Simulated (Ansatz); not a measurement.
# CsCl: a single-point run

The task is a single-point run on CsCl. The structure is shown as the input types it.

Method: density functional or hybrid calculation with the settings of its input, plane waves, in Ansatz 0.2.0.

4 further runs of the same task are left out: 4 that didn't finish.

## Step 1: Starting point

It takes space group Pm-3m (No. 221, cubic). The conventional cell has a = 4.141 Å, b = 4.141 Å, c = 4.141 Å, α = 90.00°, β = 90.00°, γ = 90.00°. Around Cs (site symmetry m-3m) lie 8 Cl at 3.59 Å. Cl (site symmetry m-3m) has 8 Cs at 3.59 Å as nearest neighbours.

Structure file:

```cif
data_structure
_symmetry_space_group_name_H-M 'Pm-3m'
_symmetry_Int_Tables_number 221
_cell_length_a 4.1407
_cell_length_b 4.1407
_cell_length_c 4.1407
_cell_angle_alpha 90.000
_cell_angle_beta 90.000
_cell_angle_gamma 90.000
_cell_volume 70.99
loop_
_atom_site_label
_atom_site_type_symbol
_atom_site_symmetry_multiplicity
_atom_site_Wyckoff_symbol
_atom_site_fract_x
_atom_site_fract_y
_atom_site_fract_z
_atom_site_occupancy
Cs1 Cs 1 a 0.00000 0.00000 0.00000 1
Cl1 Cl 1 b 0.50000 0.50000 0.50000 1
```

## Step 2: The calculation

The input, input.yaml:

```yaml
crystal:
  lattice:
    - [4.1406758806, 0.0, 0.0]
    - [0.0, 4.1406758806, 0.0]
    - [0.0, 0.0, 4.1406758806]
  atoms:
    - { symbol: Cs, position: [0.0, 0.0, 0.0] }
    - { symbol: Cl, position: [0.5, 0.5, 0.5] }
kpoints:
  mp_grid: { grid: [4, 4, 4] }
hamiltonian:
  xc: pbe
scf:
  occupations: { method: methfessel_paxton, width: 1.5 }
  n_extra_bands: 4
output:
  forces: true
  stress: true
  eigenvalues: true
```

Run with:

```bash
$ ansatz run input.yaml --threads 4 --pin off --max-ram 3686MiB --backend cpu --events-out ev --progress --plain --runs-dir out
```

Q: Will this input give a usable result? If not, why, and what should change?

The program finished normally, with warnings (smearing energy in gap). Its log warns: «on these k-points the computed levels leave a gap of 5.1925 eV at the electron count, 3.5 widths of the methfessel_paxton smearing (1.5000 eV) ...»

In the input, scf.occupations.width is 1.5. Occupations are smeared over electronvolts, wider than many features of the bands.

To check: set scf.occupations.width to 0.05.
